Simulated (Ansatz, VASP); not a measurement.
## Al in VASP and in Ansatz

File INCAR:

```
SYSTEM = Al
PREC = Accurate
ENCUT = 520
EDIFF = 1E-6
ISMEAR = -1
SIGMA = 0.05
LREAL = .False.
LASPH = .True.
NELM = 80
ALGO = Normal
ISIF = 2
LWAVE = .False.
LCHARG = .False.
GGA = PS
NBANDS = 10
```

Contents of KPOINTS:

```
Automatic mesh
0
Gamma
  10 10 10
  0 0 0
```

File POSCAR:

```
Al
1.0
    0.0000000000      2.7415165562      2.7415165562
    2.7415165562      0.0000000000      2.7415165562
    2.7415165562      2.7415165562      0.0000000000
Al
2
Direct
   -0.1925000000     -0.1025000000     -0.1025000000
    0.1925000000      0.1025000000      0.1025000000
```

Input for Ansatz:

```yaml
crystal:
  lattice:
    - [0.0, 2.7415165562, 2.7415165562]
    - [2.7415165562, 0.0, 2.7415165562]
    - [2.7415165562, 2.7415165562, 0.0]
  atoms:
    - { symbol: Al, position: [-0.1925, -0.1025, -0.1025] }
    - { symbol: Al, position: [0.1925, 0.1025, 0.1025] }
kpoints:
  mp_grid: { grid: [10, 10, 10] }
scf:
  occupations: { method: fermi_dirac, width: 0.05 }
hamiltonian:
  xc: pbesol
  pseudopotentials: { kind: all_electron, lapw: { basis_error: 0.001 } }
output:
  forces: true
  stress: true
  eigenvalues: true
  populations: true
```

Change from the starting cell: shortest bond scaled by 0.82, LAPW.

Alike in both runs: task single point; functional PBEsol; k mesh 10 × 10 × 10; occupations fermi-dirac, width 0.05 eV; no spin polarisation.

|  | VASP | Ansatz |
| --- | --- | --- |
| version | VASP 6.6.1 | Ansatz 0.2.0 |
| potentials or method | VASP PAW PBE potentials, release 64 (Al) | all-electron LAPW, scalar-relativistic |
| plane-wave cutoff (eV) | 520 | see its input |

Ansatz gave:

```
pressure (GPa)                                  : 26.7
largest component of the traceless stress (GPa) : 24.33
rms of the force components (eV/Å)              : 5.004
```

Question: Estimate VASP's values.

Answer: Pressure (GPa): 27.1; largest component of the traceless stress (GPa): 24.47; rms of the force components (eV/Å): 5.030.

Atom by atom the forces differ by 0.026 eV/Å (rms over components). Ansatz ran all-electron here, so the differences hold the error of VASP's frozen core and of both bases.

Caveats: so large a pressure means that the cell lies far from this level's equilibrium, or that cutoff or potentials fall short (VASP); the potentials were made for another functional, which shifts forces and pressure (VASP).
